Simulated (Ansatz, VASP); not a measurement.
## Zr: VASP beside Ansatz

Contents of INCAR:

```
PREC = Accurate
ENCUT = 520
EDIFF = 1E-6
ISMEAR = -1
SIGMA = 0.05
LREAL = F
LASPH = T
NELM = 100
ALGO = Normal
ISIF = 2
LWAVE = F
LCHARG = F
GGA = CA
NBANDS = 19
```

The input KPOINTS:

```
regular mesh
0
Gamma
  9 9 5
```

File POSCAR:

```
Zr
1.0
    3.2320000000      0.0000000000      0.0000000000
   -1.6160000000      2.7989941050      0.0000000000
    0.0000000000      0.0000000000      5.1470000000
Zr
2
Direct
    0.6666666667      0.3333333333      0.7500000000
    0.3333333333      0.6666666667      0.2500000000
```

The input input.yaml:

```yaml
crystal:
  lattice:
    - [3.232, 0.0, 0.0]
    - [-1.616, 2.798994105, 0.0]
    - [0.0, 0.0, 5.147]
  atoms:
    - { symbol: Zr, position: [0.6666666667, 0.3333333333, 0.75] }
    - { symbol: Zr, position: [0.3333333333, 0.6666666667, 0.25] }
kpoints:
  mp_grid: { grid: [9, 9, 5] }
  band_path:
    path:
      - [0.0, 0.0, 0.0]
      - [0.5, 0.0, 0.0]
      - [0.3333333333, 0.3333333333, 0.0]
      - [0.0, 0.0, 0.0]
      - [0.0, 0.0, 0.5]
      - [0.5, 0.0, 0.5]
      - [0.3333333333, 0.3333333333, 0.5]
      - [0.0, 0.0, 0.5]
    npoints: 6
scf:
  occupations: { method: fermi_dirac, width: 0.05 }
hamiltonian:
  xc: lda
  pseudopotentials: { kind: all_electron, lapw: { basis_error: 0.001 } }
output:
  forces: true
  stress: true
  eigenvalues: true
```

Alike in both runs: functional LDA; k mesh 9 × 9 × 5; occupations fermi-dirac, width 0.05 eV; no spin polarisation.

```csv
,VASP,Ansatz
version,VASP 6.6.1,Ansatz 0.2.0
potentials or method,"VASP PAW LDA potentials, release 64 (Zr_sv)","all-electron LAPW, scalar-relativistic"
plane-wave cutoff (eV),520,see its input
task,single point,band structure
```

Ansatz gave:

```
gap on the k mesh at the Fermi level (eV)       : none
pressure (GPa)                                  : -6.1
largest component of the traceless stress (GPa) : 0.58
```

Problem. Estimate VASP's values.

Solution. gap on the k mesh at the Fermi level (eV): none; pressure (GPa): -6.0; largest component of the traceless stress (GPa): 0.59.

A gap of «none» marks a metal or a gap that the smearing closes. Ansatz ran all-electron here, so the differences hold the error of VASP's frozen core and of both bases.
